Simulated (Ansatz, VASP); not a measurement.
One calculation of CdS (Greenockite), two programs

```
CELL_PARAMETERS angstrom
4.15000 0.00000 0.00000
-2.07500 3.59401 0.00000
0.00000 0.00000 6.73700
ATOMIC_POSITIONS crystal
Cd 0.66667 0.33333 0.50000
Cd 0.33333 0.66667 0.00000
S 0.66667 0.33333 0.87500
S 0.33333 0.66667 0.37500
```

Alike in both runs: task single point; functional PBE; k mesh 7 × 7 × 4; occupations gaussian, width 0.011 eV; no spin polarisation.

|  | VASP | Ansatz |
| --- | --- | --- |
| version | VASP 6.6.1 | Ansatz 0.2.0 |
| potentials or method | VASP PAW PBE potentials, release 64 (Cd, S) | Ansatz PAW |
| plane-wave cutoff (eV) | 520 | 420 |
| valence electrons in the cell | 36 | 52 |

|  | VASP | Ansatz | Ansatz less VASP |
| --- | --- | --- | --- |
| gap on the k mesh at the Fermi level (eV) | 1.20 | 1.20 | -0.003 |
| least direct gap on the mesh (eV) | 1.20 | 1.20 | -0.003 |
| pressure (GPa) | 2.4 | 2.1 | -0.35 |
| largest component of the traceless stress (GPa) | 0.44 | 0.42 | -0.014 |
| rms of the force components (eV/Å) | 0.040 | 0.039 | -0.0009 |

Atom by atom the forces differ by 0.001 eV/Å (rms over components). The two sets of potentials don't hold the same shells in valence.

Caveats: odd divisions of the mesh miss points on the zone boundary, where band edges often lie, so the gap on the mesh can be too wide (Ansatz).
